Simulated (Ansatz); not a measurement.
# TiAl: a vibration from a frozen displacement

All numbers below come from Ansatz 0.2.0, DFT PBE, scalar-relativistic, plane waves, PAW. Cutoff 420 eV, Γ-centred 22×22×16 k-points, Gaussian smearing of 0.15 eV. No spin polarisation. Energies are free energies at this smearing, counted from the undisturbed cell; pressure is positive in compression.

The starting cell (relaxed at this level; it needn't be the usual structure):

```
Ti Al
1.0
     2.82209    0.00000    0.00000
     0.00000    2.82209    0.00000
     0.00000    0.00000    4.07677
Ti Al
1 1
Direct
  0.00000 0.00000 0.00000
  0.50000 0.50000 0.50000
```

Every Al atom is moved by x along the Cartesian unit vector (0.577, 0.577, 0.577); the cell and all other atoms stay fixed. The cell's volume is 32.47 Å³; the moved atoms weigh 26.982 u together and the others 47.867 u. Some rows repeat others by symmetry and weren't run.

```
  x (Å)  ΔE (meV/cell) total force on the moved atoms along the move (eV/Å) pressure (GPa)
-0.1000          24.08                                                0.4849          0.3465
-0.0875          18.40                                                0.4229          0.2724
-0.0750          13.50                                                0.3615          0.2083
-0.0625           9.36                                                0.3005          0.1541
-0.0500           5.99                                                0.2400          0.1098
-0.0375           3.37                                                0.1798          0.0754
-0.0250           1.49                                                0.1199          0.0508
 0.0000           0.00                                                0.0000          0.0312
 0.0250           1.49                                               -0.1199          0.0508
 0.0375           3.37                                               -0.1798          0.0754
 0.0500           5.99                                               -0.2400          0.1098
 0.0625           9.36                                               -0.3005          0.1541
 0.0750          13.50                                               -0.3615          0.2083
 0.0875          18.40                                               -0.4229          0.2724
 0.1000          24.08                                               -0.4849          0.3465
```

**Question.** What frequency belongs to this motion?

**Answer.** The force constant is k = −dF/dx = 4.797 eV/Å², from the parabola through x = -0.0250, 0 and 0.0250. In every cell the moved atoms swing against the rest, so the mass is μ = m₁m₂/(m₁ + m₂) = 17.255 u, and ν̃ = 521.5 cm⁻¹ × √(|k|/μ) = 275 cm⁻¹. The pattern needn't be a normal mode: ν̃² is then a weighted mean of the squared nonzero frequencies at the zone centre of this cell, so it lies between the lowest and the highest of them.

**Question.** How far does the harmonic law reach?

**Answer.** At x = -0.100 Å, kx²/2 = 23.98 meV against the computed 24.08 meV (+0.4 %): the well is still close to harmonic there.

**Question.** The pressure changes with x². What does that say about the frequency under compression?

**Answer.** With E = k(V)x²/2, k ∝ V^(−2γ) and x scaling with the cell as V^(1/3), P − P0 = −∂E/∂V = (2γ − 2/3) ΔE/V. At x = 0.0375 Å, V(P − P0) = 32.47 × 0.04423 / 160.2 eV = 8.96 meV and ΔE = 3.37 meV, so γ = 1/3 + V(P − P0)/(2ΔE) = 1.67. This is the Grüneisen parameter of the motion under uniform scaling of the cell: shrinking the cell evenly by 1 % in volume raises the frequency by about 1.67 %.

In a metal these slopes depend on the k mesh and the smearing.

The Al sublattice sits in a stable, almost parabolic well against Ti, and the motion at 275 cm⁻¹ is optical in character, with the lighter Al atoms carrying most of the amplitude. Inversion symmetry about the Al site removes the cubic term along this path, so the slight stiffening at large displacement is of even order, chiefly quartic. The restoring force probably owes much to Ti 3d–Al 3p hybridisation, along with short-range repulsion between neighbouring atoms. Both strengthen as the atoms approach, in keeping with the positive Grüneisen parameter of 1.67.

In this tetragonal cell the diagonal displacement combines an axial vibration with a degenerate in-plane pair, so the frequency is an average weighted towards the in-plane motion. Both are polar by symmetry, but metallic screening suppresses the long-range field that would split longitudinal from transverse branches in an insulator. The positive curvature doesn't establish dynamical stability at wavevectors away from the zone centre.
